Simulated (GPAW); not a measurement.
Hf:

```
CELL_PARAMETERS angstrom
0.00000 2.22000 2.22000
2.22000 0.00000 2.22000
2.22000 2.22000 0.00000
ATOMIC_POSITIONS crystal
Hf 0.00000 0.00000 0.00000
```

This isn't the form of Hf at room conditions, which is hcp.

Base run:

* Program: GPAW 26.7.0
* Functional: PBEsol
* Potentials or basis: PAW data sets generated in the run's folder for this functional
* Cutoff: 600 eV
* Basis: pw
* k mesh: 10 × 10 × 10
* Occupations: fermi-dirac, width 0.05 eV
* Spin: no spin polarisation

Its results: pressure -1.2 GPa.

**Question.** The run is repeated on the same cell with these changes: functional from PBEsol to LDA; potentials or basis from PAW data sets generated in the run's folder for this functional to the program's PAW data sets (release 1.2.1) made for this functional. What comes out?

**Answer.** Pressure -5.4 GPa.
